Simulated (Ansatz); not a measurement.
Runs of Ansatz 0.2.0 on In. The cell holds a slab with vacuum, 3 atoms: a = 3.335 Å, b = 3.335 Å, c = 20.509 Å, α = 90.00°, β = 90.00°, γ = 120.00°. 

```tsv
task	level	cell	cutoff (eV)	basis error allowed	gap on the mesh (eV)	largest force (eV/Å)	work function (eV)
single point	PBE	the (0 0 1) slab of In, cut from the database cell, not relaxed	168	0.001 eV/atom	none	0.06	3.87
projected density of states	PBE	the (0 0 1) slab of In, cut from the database cell, not relaxed	154	0.002 eV/atom	-	0.06	3.87
single point	LDA	as given	155	0.002 eV/atom	none	(a)	4.15
single point	PBEsol	as given	154	0.002 eV/atom	none	0.11	3.96
single point	PBE	as given	154	0.002 eV/atom	none	0.06	3.87
```

Alike in all rows: potentials or basis all-electron LAPW, scalar-relativistic; no spin polarisation; k mesh 9 × 9 × 1; smearing fermi-dirac 0.05 eV.

Question: Estimate the missing entries.

Answer: (a) 0.22.

Caveats: spin-orbit coupling is left out, which moves the levels of the heavy elements (some runs).

A k mesh can miss the band edges, and the runs leave out spin-orbit coupling on In.

A gap of «none» marks a metal or a gap under the smearing width.
